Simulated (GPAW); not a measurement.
A run of GPAW 26.7.0 is set up as follows.

File run.py:

```python
import numpy as np
from ase.dft.bandgap import bandgap
from ase.io import read, write
from gpaw import GPAW, PW
from gpaw.response.df import DielectricFunction

atoms = read('POSCAR')

calc = GPAW(mode=PW(400),
            xc='LDA',
            kpts={'size': (6, 6, 6), 'gamma': True},
            occupations={'name': 'fermi-dirac', 'width': 0.001},
            nbands=19,
            convergence={'density': 1e-06},
            maxiter=150,
            txt='gpaw.txt')
atoms.calc = calc
energy = atoms.get_potential_energy()
calc.write('gs.gpw')
write('result.traj', atoms)
print(f'Energy: {energy:.6f} eV')
print('Fermi level:', round(calc.get_fermi_level(), 4), 'eV')
print(f'Gap: {bandgap(calc)[0]:.4f} eV, direct: {bandgap(calc, direct=True)[0]:.4f} eV')

for size in [(18, 18, 18)]:
    name = 'x'.join(str(n) for n in size)
    dense = calc.fixed_density(kpts={'size': size, 'gamma': True},
                               nbands=36, convergence={'bands': 30, 'eigenstates': 1e-7},
                               update_fermi_level=True, txt=f'dense-{name}.txt')
    dense.write(f'{name}.gpw', mode='all')
    df = DielectricFunction(f'{name}.gpw', frequencies=np.array([0.0]), hilbert=False, eta=0.001,
                            ecut=80, nbands=30, intraband=False, txt=f'df-{name}.txt')
    for xc in ['RPA']:
        for direction in ['x', 'y', 'z', [0, 1, 1], [1, 0, 1], [1, 1, 0]]:
            e0, e = df.get_macroscopic_dielectric_constant(xc=xc, direction=direction)
            print(f'{name} {xc} {direction}: {e0:.4f} without, {e:.4f} with local fields')
```

File POSCAR:

```
SnTe
1.0
    0.0000000000      3.1508500000      3.1508500000
    3.1508500000      0.0000000000      3.1508500000
    3.1508500000      3.1508500000      0.0000000000
Te Sn
1 1
Direct
    0.5000000000      0.5000000000      0.5000000000
    0.0000000000      0.0000000000      0.0000000000
```

Potentials or basis: the program's PAW data sets (release 1.2.1) made for this functional, pw.

The run is started by

```sh
$ OMP_NUM_THREADS=1 python run.py
```

Predict the electronic dielectric tensor (diagonal).

74.77.

Estimate the band gap on the k mesh.

0.11 eV, direct.

Electronic dielectric tensor:
```
74.77  0.00  0.00
 0.00 74.77  0.00
 0.00  0.00 74.77
```

Caveat: the gap is small at this level, which inflates the dielectric constant; the long-wavelength limit can be off by a per cent or two; spin-orbit coupling is left out, which moves the levels of the heavy elements.

**Experimental background.**

A printed reference work, textbook reports, for a bulk crystal of SnTe at 300 K: band gap 0.18 eV (direct).

Measured gap of SnTe: 0.18 eV (direct; 300 K; a printed reference work, textbook). This calculation gives 0.11 eV (-0.07 eV). Spin-orbit coupling on Sn, Te is left out. The value is that of LDA on a finite k mesh, which can miss the band edges, without temperature or zero-point motion. Semilocal functionals fall short of measured gaps as a rule.
